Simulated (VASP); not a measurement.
A run of VASP 6.6.1:

INCAR

```
SYSTEM = HfN
  PREC = Accurate
  ENCUT = 600
  EDIFF = 1E-6
  ISMEAR = -1
  SIGMA = 0.05
  LREAL = .FALSE.
  LASPH = .TRUE.
  NELM = 60
  ALGO = Normal
  ISIF = 3
  LWAVE = .FALSE.
  LCHARG = .FALSE.
  GGA = PE
  IVDW = 12
  IBRION = 2
  NSW = 60
  EDIFFG = -0.005
```

The input KPOINTS:

```
regular mesh
0
G
  8 8 8
  0 0 0
```

File POSCAR:

```
HfN
1.0
    0.0000000000      2.2560000000      2.2560000000
    2.2560000000      0.0000000000      2.2560000000
    2.2560000000      2.2560000000      0.0000000000
Hf N
1 1
Direct
    0.0000000000      0.0000000000      0.0000000000
    0.5000000000      0.5000000000      0.5000000000
```

Potentials or basis: VASP PAW PBE potentials, release 64 (Hf_pv, N).

Run with:

```sh
$ cat potpaw_PBE.64/Hf_pv/POTCAR potpaw_PBE.64/N/POTCAR > POTCAR
$ mpirun -np 1 vasp_std > vasp.out
```

Hardware: 1 thread of Intel(R) Xeon(R) Platinum 8488C (Sapphire Rapids), with other jobs on the host.

Task: How long does it take, and how much memory?

Result: It took 20 s on 1 thread of Intel(R) Xeon(R) Platinum 8488C (Sapphire Rapids) (shared host), peak memory 0.18 GiB. Counts: scf iterations 25, k points 29, ion steps 3.
